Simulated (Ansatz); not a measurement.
# How many bands does the GW gap of PbO (honeycomb monolayer) need?, part 2 of 2

How do accuracy and time trade against each other in G0W0 on PbO (honeycomb monolayer)?

Ansatz 0.2.0; G0W0 on PBE, plane waves, PAW. Known limits of the many-body steps: not at the basis limit; coarse mesh for a sheet; no spin-orbit coupling.

So far. Step 4 (376 empty bands, screening to 70 eV): Against the run with 6×6×1 mesh, 175 empty bands, screening to 42 eV, the gap moves by −0.03 eV.

## (5) 691 empty bands, screening to 105 eV

File input.yaml:

```yaml
crystal:
  lattice:
    - [3.616875005, 0.0, 0.0]
    - [-1.8084375025, 3.1323056367, 0.0]
    - [0.0, 0.0, 25.0]
  atoms:
    - { symbol: Pb, position: [0.3333333333, 0.6666666667, 0.4816239087] }
    - { symbol: O, position: [0.6666666667, 0.3333333333, 0.5183760913] }
  periodic: [true, true, false]
kpoints:
  mp_grid: { grid: [6, 6, 1] }
hamiltonian:
  xc: pbe
scf:
  occupations: { method: fixed }
gw:
  n_empty_bands: 691
  ecut_chi: 105.0
  qp_bands: [v2, c2]
  qp_kpoints: band_edges
  screening: { model: contour_deformation }
```

Run with:

```bash
> ansatz run input.yaml --threads 4 --pin off --max-ram 13824MiB --backend cpu --events-out ev --progress --plain --runs-dir out
```

Numbers of over 12 decimals in the logs are rounded to 6 here.

What it wrote:

```text
[...]
Crystal: 2 atoms, lattice volume = 283.229 Å³
Basis set: ecut = 420 eV, 5507 PW (Γ)
Bands: 14, of which v1, the nominal top of the filled ones, is band 10 counted from 1 (9 counted from 0)
Symmetry: 6 space group operations
[...]
k-points: 7 of 36 (time reversal used)
[...]
1    12     -0.9472    -1.2035    -0.9726    -2.3297  0.8980    -0.7931    -0.7937  root
[...]
6     9     -7.3229   -23.8152     4.8951   -18.2454  0.6174    -8.0036    -7.9977  root
     6    10     -5.9054   -20.2901     2.1220   -17.3313  0.7278    -6.7657    -6.7422  root
     6    11     -2.0634    -9.8541    -2.7689   -13.4291  0.7503    -1.2366    -1.2572  root
     6    12     -1.1762    -8.3535    -2.9839   -12.1089  0.7358    -0.4035    -0.4046  root
[key lines of the parts left out:]
SCF converged after 7 iterations
Free energy (F): -12472.898046 eV
Fermi energy:    -5.787130 eV
```

It took 9.7 min on 4 threads of Arm Neoverse V1, shared host; peak memory 6.5 GiB; 38 min of CPU time.

Numbers from this step:

```yaml
bands_summed: 701
plane_waves_in_the_screening_matrix: 623
g0w0_gap_on_the_mesh: 3.045 eV
k_of_the_valence_top: 0.1667, 0.1667, 0
k_of_the_conduction_bottom: 0, 0, 0
starting_gap_on_the_mesh: 1.766 eV
least_direct_g0w0_gap_on_the_computed_points: 3.519 eV
```

Against the run with 6×6×1 mesh, 376 empty bands, screening to 70 eV, the gap moves by +0.07 eV.

## (6) Changing the k mesh: 3×3×1 mesh, 175 empty bands, screening to 42 eV

Only the mesh changes. It samples the long-range screening, which converges on its own terms. Bands and cutoff differ from the step before, so it is read against an earlier run that matches them.

Edit input.yaml of step 5 so:

```diff
@@ -10,3 +10,3 @@
 kpoints:
-  mp_grid: { grid: [6, 6, 1] }
+  mp_grid: { grid: [3, 3, 1] }
 hamiltonian:
@@ -16,4 +16,4 @@
 gw:
-  n_empty_bands: 691
-  ecut_chi: 105.0
+  n_empty_bands: 175
+  ecut_chi: 42.0
   qp_bands: [v2, c2]
```

What it wrote:

```text
[...]
Crystal: 2 atoms, lattice volume = 283.229 Å³
Basis set: ecut = 420 eV, 5507 PW (Γ)
Bands: 14, of which v1, the nominal top of the filled ones, is band 10 counted from 1 (9 counted from 0)
Symmetry: 6 space group operations
[...]
k-points: 3 of 9 (time reversal used)
[...]
1    12     -1.3624    -7.8713    -2.6828   -11.4577  0.7299    -0.4880    -0.4588  root
     2     9     -7.2434   -23.7821     5.0300   -18.1997  0.5826    -7.6988    -7.7959  root ?
     2    10     -5.8561   -20.3363     2.6291   -17.2671  0.7237    -6.3027    -6.2961  root
     2    11     -2.0293    -9.7800    -2.7370   -13.4122  0.7437    -1.0773    -1.1340  root
     2    12     -1.1558    -8.3234    -2.8735   -12.0959  0.6535    -0.3889    -0.2568  root ?
[key lines of the parts left out:]
SCF converged after 8 iterations
Free energy (F): -12472.835372 eV
Fermi energy:    -5.750269 eV
```

It took 12 s on 4 threads; peak memory 1.1 GiB; 41 s of CPU time.

This step gave:

* bands summed: 185
* plane waves in the screening matrix: 153
* G0W0 gap on the mesh: 2.806 eV
* k of the valence top: 0, 0.3333, 0
* k of the conduction bottom: 0, 0, 0
* starting gap on the mesh: 1.735 eV
* least direct G0W0 gap on the computed points: 3.296 eV

Against the run with 6×6×1 mesh, 175 empty bands, screening to 42 eV, the gap moves by −0.19 eV, while the start moved by −0.03 eV. A band edge is found at another k point on this mesh.

## (7) Changing the k mesh: 9×9×1 mesh, 175 empty bands, screening to 42 eV

Edit input.yaml of step 6 so:

```diff
@@ -10,3 +10,3 @@
 kpoints:
-  mp_grid: { grid: [3, 3, 1] }
+  mp_grid: { grid: [9, 9, 1] }
 hamiltonian:
```

What it wrote:

```text
[...]
Crystal: 2 atoms, lattice volume = 283.229 Å³
Basis set: ecut = 420 eV, 5507 PW (Γ)
Bands: 14, of which v1, the nominal top of the filled ones, is band 10 counted from 1 (9 counted from 0)
Symmetry: 6 space group operations
[...]
k-points: 12 of 81 (time reversal used)
[...]
1    12     -1.1698    -1.0312    -0.8359    -2.0321  0.9118    -1.0042    -1.0047  root
[...]
11     9     -7.3235   -23.8151     5.0201   -18.2457  0.6347    -7.8846    -7.8727  root
    11    10     -5.9057   -20.2806     2.4204   -17.3318  0.7351    -6.4427    -6.4340  root
    11    11     -2.0636    -9.8625    -2.5507   -13.4292  0.7550    -1.0041    -1.0475  root
    11    12     -1.1763    -8.3588    -2.7817   -12.1090  0.7494    -0.1852    -0.2078  root
[key lines of the parts left out:]
SCF converged after 7 iterations
Free energy (F): -12472.898246 eV
Fermi energy:    -5.792995 eV
```

The job ended after 2.1 min (4 threads; peak memory 1.4 GiB; 7.8 min of CPU time).

Numbers from this step:

```yaml
bands_summed: 185
plane_waves_in_the_screening_matrix: 153
g0w0_gap_on_the_mesh: 3.013 eV
k_of_the_valence_top: 0.1111, 0.2222, 0
k_of_the_conduction_bottom: 0, 0, 0
starting_gap_on_the_mesh: 1.772 eV
least_direct_g0w0_gap_on_the_computed_points: 3.544 eV
```

Against the run with 3×3×1 mesh, 175 empty bands, screening to 42 eV, the gap moves by +0.21 eV, while the start moved by +0.04 eV. A band edge is found at another k point on this mesh.

## (8) The runs together

Times are wall times on 4 threads of Arm Neoverse V1, shared host, good to a factor of about two.

```csv
mesh,files,frequency,bands summed,cutoff (eV),start (eV),G0W0 (eV),time,host memory (GiB)
6×6×1,default PAW,contour deformation,71,21,1.766,3.231,12 s,0.66
6×6×1,default PAW,contour deformation,185,42,1.766,3.001,39 s,1.4
6×6×1,default PAW,contour deformation,386,70,1.766,2.975,2.6 min,3.1
6×6×1,default PAW,contour deformation,701,105,1.766,3.045,9.7 min,6.5
3×3×1,default PAW,contour deformation,185,42,1.735,2.806,12 s,1.1
9×9×1,default PAW,contour deformation,185,42,1.772,3.013,2.1 min,1.4
```

The parts of the quasiparticle energy at the two band edges (eV; QP = start + Σx + Σc − Vxc):

```csv
run,edge,start,Σx,Σc,Vxc,Z,QP
71 bands,valence top,-5.91,-20.29,2.45,-17.33,0.75,-6.42
71 bands,conduction bottom,-4.02,-6.19,-2.14,-9.17,0.81,-3.19
185 bands,valence top,-5.79,-22.90,3.69,-18.70,0.70,-6.30
185 bands,conduction bottom,-4.02,-6.19,-2.25,-9.17,0.80,-3.30
386 bands,valence top,-5.79,-22.90,3.62,-18.70,0.70,-6.37
386 bands,conduction bottom,-4.02,-6.19,-2.35,-9.17,0.80,-3.39
701 bands,valence top,-5.79,-22.90,3.50,-18.70,0.69,-6.49
701 bands,conduction bottom,-4.02,-6.19,-2.41,-9.17,0.80,-3.45
```

 Where G0W0 reorders the edges (71 bands), the two states listed lie further apart at the start than the starting gap.

## (9) Results

| Property | Result |
| --- | --- |
| 71 bands, 21 eV | 3.231 eV |
| 185 bands, 42 eV | 3.001 eV |
| 386 bands, 70 eV | 2.975 eV |
| 701 bands, 105 eV | 3.045 eV |
| mesh and start | 6×6×1, PBE |

From 71 to 701 bands the gap moves by −0.19 eV while the time grows 50-fold. The gap turns back along the series, so no limit is drawn from it. On the 3×3×1 mesh in place of 6×6×1 the gap differs by −0.19 eV, of which −0.03 eV is already in the start. On the 9×9×1 mesh in place of 6×6×1 the gap differs by +0.01 eV, of which +0.01 eV is already in the start. The mesh in the plane is coarse for a sheet; gap and any exciton binding can still move on denser ones. The many-body steps are scalar-relativistic: spin-orbit coupling is not in them.

[Paths, hosts, dates, memory and timing lines, banners, echoed tables and standing remarks are left out of the program output.]

[Logs are printed without paths, hosts, clocks, repeated set-up lines and the standing remarks that a program may print on its own settings, such as how far it seeks lower states.]

[Runs of the session that timed out or met a known fault of the program may be left out.]

[Cells called generated may have been cut or substituted from an entry of the Crystallography Open Database or the Materials Project.]

[Hosts, paths, dates, database ids (printed as entryN), source tags and the programs' standing remarks are cut or masked in the printed files.]
